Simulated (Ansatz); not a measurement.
# Two Ansatz runs on Ga

Structure from Materials Project entry mp-140 (possibly hypothetical), not relaxed further. The listed cell was then made from it by scaling, straining or moving an atom.

First run: DFT, LDA, all-electron PAW with datasets made for the crystal, scalar-relativistic (Ansatz 0.2.0).

Command: `ansatz run input.yaml --threads 1 --pin off --max-ram 2048MiB --backend cpu --events-out ev --progress --plain --runs-dir out` The run took about 34 s on 1 thread of a shared machine.

```yaml
crystal:
  lattice:
    - [-1.407097815, 1.407097815, 2.3491194872]
    - [1.407097815, -1.407097815, 2.3491194872]
    - [1.407097815, 1.407097815, -2.3491194872]
  atoms:
    - { symbol: Ga, position: [0.0, 0.0, 0.0] }
kpoints:
  mp_grid: { grid: [18, 18, 18] }
scf:
  occupations: { method: fermi_dirac, width: 0.05 }
hamiltonian:
  xc: lda
  pseudopotentials: { kind: all_electron, datasets: crystal }
output:
  forces: true
  stress: true
  eigenvalues: true
  efg: { contact_densities: true }
```

Result: converged; pressure -4.27 GPa; 9 SCF iterations.

The input is then changed:

```diff
@@ -10,4 +10,5 @@
 scf:
   occupations: { method: fermi_dirac, width: 0.05 }
+  lower_state_search: standard
 hamiltonian:
   xc: lda
```

(1) Predict the outcome of the changed run.

## Answers

(1) It converged; energy at zero smearing 0.0 meV/atom from the first run; pressure -4.27 GPa; 9 SCF iterations.
